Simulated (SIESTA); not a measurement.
# CsPbCl3 under changes of volume

One of the cells (35.922 Å³/atom); the others are scaled copies at fixed shape and fractional positions:

```
CELL_PARAMETERS angstrom
5.64212 0.00000 0.00000
0.00000 5.64212 0.00000
0.00000 0.00000 5.64212
ATOMIC_POSITIONS crystal
Pb 0.50000 0.50000 0.50000
Cs 0.00000 0.00000 0.00000
Cl 0.50000 0.00000 0.50000
Cl 0.00000 0.50000 0.50000
Cl 0.50000 0.50000 0.00000
```

```yaml
Program: SIESTA 5.4.2
Functional: PBE
Potentials_or_basis: PseudoDojo 0.4 standard (PBE files)
Basis: DZP (energy shift 0.003 Ry; two zetas on semicore shells; d shell added on Cs)
Grid_cutoff: 800 Ry
Energy_shift: 0.003 Ry
k_mesh: 5 × 5 × 5
Occupations: fermi-dirac, width 0.05 eV
Spin: no spin polarisation
```

```csv
volume (Å³/atom),energy over the lowest point (meV/atom),pressure (GPa),gap on the mesh (eV)
33.104,58.28,4.3,2.82
33.809,41.13,3.5,2.87
34.513,27.40,2.8,2.92
35.922,8.75,1.5,3.00
36.626,?,?,?
37.330,0.00,0.5,3.07
```

Task: What does the run at 36.626 Å³/atom give?

Result: Energy over the lowest point 3.24 meV/atom; pressure 1.0 GPa; gap on the mesh 3.04 eV.

Worked out: A Birch-Murnaghan fit of order 3 (a polynomial in V^(-2/3)) to the other rows has its minimum at 38.17 Å³/atom, just outside them, with B0 = V·E''(V) = 22 GPa and B' = 4.6. It gives 3.27 meV/atom at 36.626 Å³/atom, against the run's 3.24, and -dE/dV = 1.0 GPa, against 1.0. A straight line through the other rows of the gap, of slope 2.07 eV per unit of ln V (its deformation potential), gives 3.04 eV, against the run's 3.04.

Energies are extrapolated to zero smearing.

Caveats: spin-orbit coupling is left out, which as a rule narrows the gap of such compounds by several tenths of an eV; an odd mesh through Γ misses points on the zone boundary, where band edges often lie; the basis of atomic orbitals isn't converged, which shifts pressures, moduli and gaps.
